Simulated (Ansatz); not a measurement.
# InSe: equation of state with SVWN5

The system is InSe.

```xyz
4
Lattice="2.0000 1.1547 8.4400 -2.0000 1.1547 8.4400 0.0000 -2.3094 8.4400" Properties=species:S:1:pos:R:3 pbc="T T T"
In    0.0000    0.0000   22.4994
In    0.0000    0.0000    0.0000
Se    0.0000    0.0000    4.3525
Se    0.0000    0.0000    9.7102
```

- Program: Ansatz 0.2.0
- Task: equation of state
- Functional: SVWN5
- Potentials or basis: Ansatz PAW
- Cutoff: 420 eV
- Density cutoff: 1680 eV
- k mesh: 8 × 8 × 8
- Occupations: fermi-dirac, width 0.05 eV
- Spin: no spin polarisation

| Quantity | Value |
| --- | --- |
| Equilibrium volume | 28.38 Å³/atom |
| Bulk modulus at fixed shape and positions | 55 GPa |
| Pressure derivative of the bulk modulus | 4.8 |

Energy against volume, from the lowest point:
| volume (Å³/atom) | energy (meV/atom) |
| --- | --- |
| 27.483 | 4.78 |
| 28.068 | 0.18 |
| 28.652 | 0.00 |
| 29.237 | 3.74 |
| 29.822 | 10.97 |
| 30.406 | 21.29 |
| 30.991 | 34.36 |

All runs of the series together: 64 s on 2 threads of Arm Neoverse V2, on a shared host.

Caveat: the cell was scaled at fixed shape and fractional positions, which overstates the stiffness of a crystal with free parameters, most of all of layers and chains.
